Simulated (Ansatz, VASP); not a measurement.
Two plane-wave programs on Be

The input INCAR:

```
SYSTEM = Be
PREC = Accurate
ENCUT = 520
EDIFF = 1E-7
ISMEAR = 0
SIGMA = 0.15
LREAL = .FALSE.
LASPH = .TRUE.
NELM = 80
ALGO = Normal
ISIF = 2
LWAVE = .FALSE.
LCHARG = .FALSE.
GGA = PS
NBANDS = 7
```

File KPOINTS:

```
Automatic mesh
0
G
  26 26 26
  0 0 0
```

Contents of POSCAR:

```
Be
1.0
   -1.2484217477      1.2484217477      1.2531209513
    1.2484217477     -1.2484217477      1.2531209513
    1.2578201549      1.2578201549     -1.2531209513
Be
1
Direct
    0.0000000000      0.0000000000      0.0000000000
```

Input for Ansatz:

```yaml
crystal:
  lattice:
    - [-1.2484217477, 1.2484217477, 1.2531209513]
    - [1.2484217477, -1.2484217477, 1.2531209513]
    - [1.2578201549, 1.2578201549, -1.2531209513]
  atoms:
    - { symbol: Be, position: [0.0, 0.0, 0.0] }
basis:
  ecutwfc: 420
kpoints:
  mp_grid: { grid: [26, 26, 26] }
hamiltonian:
  xc: pbesol
scf:
  occupations: { method: gaussian, width: 0.15 }
output:
  forces: true
  stress: true
  eigenvalues: true
```

Change from the starting cell: strain +0.0075 x Voigt [0, 0, 0, 0, 0, 1], atoms carried along.

Alike in both runs: task single point; functional PBEsol; k mesh 26 × 26 × 26; occupations gaussian, width 0.15 eV; no spin polarisation.

|  | VASP | Ansatz |
| --- | --- | --- |
| version | VASP 6.6.1 | Ansatz 0.2.0 |
| potentials or method | VASP PAW PBE potentials, release 64 (Be) | scalar-relativistic, plane waves, PAW |
| plane-wave cutoff (eV) | 520 | 420 |
| valence electrons in the cell | 2 | 2 |

```tsv
	VASP	Ansatz	Ansatz less VASP
gap on the k mesh at the Fermi level (eV)	none	none	-
pressure (GPa)	-1.6	-2.0	-0.36
largest component of the traceless stress (GPa)	1.61	1.61	-0.005
```

A gap of «none» marks a metal or a gap that the smearing closes.

Caveats: the PAW data sets were made with another functional, which shifts forces and pressure a little (VASP).
